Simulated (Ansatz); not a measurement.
Worked example: the enthalpy of C4H10 + C3H8O2 → C4H10O + C3H8O

Species: C4H10 `CCCC`, singlet; C3H8O2 (1,2-propanediol) `CC(O)CO`, singlet; C4H10O (1-butanol) `CCCCO`, singlet; C3H8O (1-propanol) `CCCO`, singlet. The partners trade H for OH; both sit on C, so the bond types are kept.

Shapes, held fixed at every level: PBE0-D4/def2-TZVP. Flexible molecules stand in one conformer, not always the lowest. Programs: Ansatz 0.2.0. The zero-point and thermal terms to 298 K, harmonic and unscaled (PBE0-D4/def2-TZVP), stand in the table.

At MP2/def2-SVP; 1 Eh = 2625.50 kJ/mol:

```
species  energy (Eh)  H(298 K) − E (kJ/mol)  tabulated ΔfH (kJ/mol)
  C4H10  -157.777112                  364.2                  -125.8
 C3H8O2  -268.576607                  317.8                  -429.8
 C4H10O  -232.746265                  381.0                  -274.9
  C3H8O  -193.596339                  302.6                  -255.1
```

Q: Work out the reaction enthalpy at 298 K from the calculation and from the table of heats.

A: 
1. Electronic: (-232.746265) + (-193.596339) − [(-157.777112) + (-268.576607)] = 0.011115 Eh = +29.2 kJ/mol.
2. Zero-point and thermal: (381.0) + (302.6) − [(364.2) + (317.8)] = +1.6 kJ/mol.
3. Computed ΔH = +30.8 kJ/mol.
4. From the heats of formation (Active Thermochemical Tables, CRC Handbook of Chemistry and Physics): (-274.9) + (-255.1) − [(-125.8) + (-429.8)] = +25.6 kJ/mol.
5. Computed less tabulated: +5.2 kJ/mol. Tabulated heats carry uncertainties of their own.
